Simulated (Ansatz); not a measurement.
## A film clamped to a substrate in SiO2

All numbers below come from Ansatz 0.2.0, DFT PBE, scalar-relativistic, plane waves, PAW. Cutoff 420 eV, Γ-centred 6×6×4 k-points, Gaussian smearing of 0.05 eV. No spin polarisation. Energies are free energies at this smearing, counted from the undisturbed cell; pressure is positive in compression.

The undisturbed cell (relaxed at this level; this form isn't the usual structure):

```
Si O
1.0
     5.10490    0.00000    0.00000
    -2.55245    4.42097    0.00000
     0.00000    0.00000    5.58469
Si O
3 6
Cartesian
  2.5524 0.0000 0.0000
  1.2762 2.2105 1.8616
  -1.2762 2.2105 3.7231
  1.5924 0.9194 0.9308
  0.0000 1.8388 2.7923
  3.5124 0.9194 4.6539
  0.9600 3.5016 0.9308
  2.5524 2.5822 2.7923
  -0.9600 3.5016 4.6539
```

The cell (9 atoms, V0 = 126.04 Å³) is strained by p along both x and y and by q along z, fractional coordinates fixed. τp = (1/V0) ∂E/∂p = (σxx + σyy)(1 + p)(1 + q) and τq = (1/V0) ∂E/∂q = σzz(1 + p)², with tension positive.

| p | q | ΔE (meV/atom) | τp (GPa) | τq (GPa) |
| --- | --- | --- | --- | --- |
| 0.000 | 0.000 | 0.00 | -0.05 | -0.03 |
| -0.040 | 0.000 | 55.96 | -33.15 | -13.84 |
| 0.040 | 0.000 | 47.68 | 26.27 | 10.42 |
| 0.000 | -0.040 | 16.01 | -13.01 | -9.20 |
| 0.000 | 0.040 | 15.05 | 11.08 | 8.54 |

Get the second derivatives of the energy density.

Central differences give A = ∂τp/∂p = 743 GPa (C11 + C22 + 2 C12), C = ∂τq/∂q = 222 GPa (C33) and the cross term B = ∂τq/∂p = 303 GPa (C13 + C23); ∂τp/∂q = 301 GPa must equal B, and any difference shows higher-order terms. Steps this large leave an error of some per cent of A or C in all of these, which can swamp a small B. The ions are clamped.

A film of this crystal grows with z along the normal on a substrate that imposes p. How does its thickness respond, and what does the misfit cost?

Count p and q from the stress-free cell. A free surface needs τq = 0, so q = −(B/C) p = -1.37 p. The energy density left is (A − B²/C) p²/2 = M p², with the biaxial modulus M = 164 GPa; a misfit of 1 % costs 1.43 meV/atom, against 3.25 meV/atom if the thickness were held.

Forces appear on the atoms along this scan, and letting them relax would lower the energy and soften the response.

Letting the thickness adjust removes more than half of the misfit energy, 1.43 against 3.25 meV/atom at 1 % misfit, because in-plane and normal strain are strongly coupled. In both strain directions compression costs more than equal tension, as expected when short-range Si–O repulsion steepens the energy.

The stiffness itself is far above that of real quartz, whose framework is compliant because nearly rigid SiO4 tetrahedra rotate about soft Si–O–Si hinges. Homogeneous scaling of the atomic positions blocks this route and forces the strain into strong Si–O bonds and O–Si–O angles. The values therefore describe the resistance of the tetrahedra more than that of the network.

The thickness response of -1.37 p is also well beyond the normal contraction known for quartz, probably for the same reason. Internal relaxation can only lower the biaxial modulus, but the thickness response is a ratio of two constants that soften by different amounts, so the clamped value is not a general bound on it.
